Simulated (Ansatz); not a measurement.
# Cu₂O: field gradients at two levels of theory

Cell: a COD entry, whose atoms a relaxation with PBE at fixed cell left in place.

Space group Pn-3m:1 (No. 224); a = 4.2685 Å.

| site | Wyckoff | site symmetry | x | y | z |
| --- | --- | --- | --- | --- | --- |
| Cu | 4b | .-3m | 0.2500 | 0.2500 | 0.2500 |
| O | 2a | -43m | 0.0000 | 0.0000 | 0.0000 |

One atom of each set is listed.

First run. All values are calculated (Ansatz; DFT, PBE, plane waves and PAW, scalar-relativistic, 420 eV cutoff, Γ-centred 7×7×7 k-points, Fermi–Dirac smearing 0.02 eV), not measured.

| site | V_zz (10²¹ V/m²) | η |
| --- | --- | --- |
| Cu | -5.19 | 0.00 |

Second run. The same atoms and settings, except that the functional is LDA.

(1) Given the first result, estimate the second.

Answers

(1) 

```
site   V_zz     η  change of V_zz
  Cu  -4.87  0.00           +0.32
```

The largest change of V_zz is on Cu, from -5.19 to -4.87. In per cent, |V_zz| changes by -6 on Cu (all sites that start above 0.5). Sites without a gradient aren't listed.

Semilocal functionals underestimate gradients at Cu(I) with two or three neighbours, in Cu₂O by a fifth to nearly a half.
For the second run: At this cell the LDA pressure is -9 GPa, so with LDA the cell would shrink if it were relaxed.
